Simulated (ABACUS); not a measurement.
## Cu: equation of state with revPBE

Crystal: Cu.

```
CELL_PARAMETERS angstrom
0.00000 1.80750 1.80750
1.80750 0.00000 1.80750
1.80750 1.80750 0.00000
ATOMIC_POSITIONS crystal
Cu 0.00000 0.00000 0.00000
```

| Quantity | Value |
| --- | --- |
| Program | ABACUS 3.10.1 |
| Task | equation of state |
| Functional | revPBE |
| Potentials or basis | PseudoDojo NC SR 0.5 PBE stringent |
| Cutoff | 1429 eV |
| Density cutoff | 5714 eV |
| Basis | plane waves |
| k mesh | 10 × 10 × 10 |
| Occupations | fermi-dirac, width 0.05 eV |
| Spin | no spin polarisation |

```yaml
Equilibrium_volume: 12.29 Å³/atom
Bulk_modulus: 127 GPa
Pressure_derivative_of_the_bulk_modulus: "5.2 (rough: it moves with the points fitted)"
```

Energy against volume, from the lowest point:
| volume (Å³/atom) | energy (meV/atom) |
| --- | --- |
| 11.102 | 54.88 |
| 11.574 | 17.31 |
| 12.047 | 0.48 |
| 12.519 | 0.00 |

All runs of the series together: 9.9 s on 4 threads of Intel(R) Xeon(R) Gold 6455B (Sapphire Rapids) (shared host).

Caveat: the potentials were made for another functional, which shifts forces and pressure. Zero-point motion and thermal expansion aren't in these numbers.
